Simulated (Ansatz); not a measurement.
PbS under strains and displacements

Computed with Ansatz 0.2.0, DFT PBEsol, scalar-relativistic, plane waves, PAW.

Cutoff 420 eV; k points 10×10×10 on the computed 2-atom cell (Γ-centred); Gaussian smearing, width 0.10 eV; no spin polarisation.

Reference cell:

```
Pb S
1.0
     3.65366    0.00000    0.00000
     0.00000    3.65366    0.00000
     0.00000    0.00000    3.65366
Pb S
1 1
Direct
  0.00000 0.00000 0.00000
  0.50000 0.50000 0.50000
```

Each variant moves atoms of this cell by the vectors given, if any (Å), and then applies a symmetric strain (tensor components, Cartesian axes). The reference cell isn't relaxed at this level. Energies are per atom at zero smearing, counted from the lowest variant. Pressure is positive in compression.

1. strain (xx yy zz yz xz xy, %) 0.92 0.92 -2.08 0.00 0.00 0.00
2. no strain; moves: Pb1 (-0.318, 0.195, -0.034)
3. strain (xx yy zz yz xz xy, %) 6.40 0.40 0.40 0.00 0.00 0.00; moves: Pb1 (-0.250, 0.000, 0.000); S2 (0.250, 0.000, 0.000)
4. strain (xx yy zz yz xz xy, %) -0.65 -2.52 1.41 -0.04 -1.75 -0.95; moves: Pb1 (-0.099, 0.003, 0.011); S2 (0.099, -0.003, -0.011)

```json
{"result": "A", "ΔE (meV/atom)": "18.6", "P (GPa)": "-1.89", "largest force (eV/Å)": "0.18"}
{"result": "B", "ΔE (meV/atom)": "12.5", "P (GPa)": "-3.39", "largest force (eV/Å)": "0.27"}
{"result": "C", "ΔE (meV/atom)": "0.0", "P (GPa)": "-1.57", "largest force (eV/Å)": "0.19"}
{"result": "D", "ΔE (meV/atom)": "34.3", "P (GPa)": "-3.29", "largest force (eV/Å)": "0.00"}
```

Question: Which variant gave which result?

Answer: A is 4, B is 3, C is 2, D is 1.

Spin–orbit coupling is left out, which can shift energies with elements as heavy as these.

This CsCl-type form isn't the usual stable structure of the compound.